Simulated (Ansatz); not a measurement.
# MoS2: the cost of one run

Computed with Ansatz 0.2.0 (DFT PBEsol, scalar-relativistic, plane waves, PAW, unless a step's input says otherwise).

7 further runs of the same task are left out: 7 set aside as unsound or not needed.

### Step 1. Starting point

It takes space group P-6m2 (No. 187, hexagonal). Conventional cell: a = 3.184 Å, b = 3.184 Å, c = 17.335 Å, α = 90.00°, β = 90.00°, γ = 120.00°. Mo (site symmetry -6m2) is surrounded by 6 S at 2.41 Å. S (site symmetry 3m) is surrounded by 3 Mo at 2.41 Å.

As a file:

```
Mo S
1.0
     3.18413    0.00000    0.00000
    -1.59206    2.75753    0.00000
     0.00000    0.00000   17.33460
Mo S
1 2
Direct
  0.00000 0.00000 0.00000
  0.33333 0.66667 0.08949
  0.33333 0.66667 0.91051
```

Source of the structure: the Materials Project (structure only).

### Step 7. Plan of the scan

The energy is mapped over two normal modes frozen in (zone-centre modes of the cell shown, which folds in the wave vector (0, 1/2, 1/2) of the primitive cell).

The axes are (1) amplitude of mode 9 (307 cm⁻¹), largest displacement: 7 values from −0.064 Å; (2) amplitude of mode 15 (388 cm⁻¹), largest displacement: 7 values from −0.06 Å.

Nothing else is relaxed (the cell and all other modes fixed). Energies count from the relaxed high-symmetry cell. Points are written as (first, second).

The patterns, per unit of each coordinate (Å):

```csv
atom,x1,y1,z1,x2,y2,z2
Mo1,0.000,0.000,0.000,0.000,0.000,0.641
Mo2,0.000,0.000,0.000,0.000,0.000,-0.641
S3,1.000,0.000,0.000,0.000,-0.894,0.447
S4,-1.000,0.000,0.000,0.000,0.894,-0.447
S5,1.000,0.000,0.000,0.000,-0.894,-0.447
S6,-1.000,0.000,0.000,0.000,0.894,0.447
```

(The set-up runs are not shown.)

### Step 8. Point (−0.021 Å, −0.02 Å)

File input.yaml:

```yaml
crystal:
  lattice:
    - [-3.1416101019, 0.0, 0.0]
    - [0.0, 5.4414283141, 0.0]
    - [1.570805051, -2.7207141571, -17.3375907021]
  atoms:
    - { symbol: Mo, position: [1.0003699098, 0.0003699098, 0.0007398196] }
    - { symbol: Mo, position: [0.4996300902, 0.4996300902, -0.0007398196] }
    - { symbol: S, position: [0.9621032358, 0.291943974, 0.9106465458] }
    - { symbol: S, position: [0.4480273555, 0.784853284, 0.9096146368] }
    - { symbol: S, position: [0.55145669, 0.8812974282, 0.0893534542] }
    - { symbol: S, position: [0.0384127187, 0.3752386472, 0.0903853632] }
basis:
  ecutwfc: 420
kpoints:
  mp_grid: { grid: [10, 10, 10] }
hamiltonian:
  xc: pbesol
  pseudopotentials: { kind: paw, azcp: { folder: soft_1 } }
scf:
  occupations: { method: gaussian, width: 0.05 }
output:
  forces: true
  stress: true
  eigenvalues: true
```

The run is started by

```
$ ansatz run input.yaml --threads 4 --pin off --max-ram 8192MiB --backend cpu --events-out ev --progress --plain --runs-dir out
```

**Question.** How long does this run take on 4 threads of Arm Neoverse V1, shared host, and how much memory does it need?

About 78 s, with a peak of 1.9 GiB.
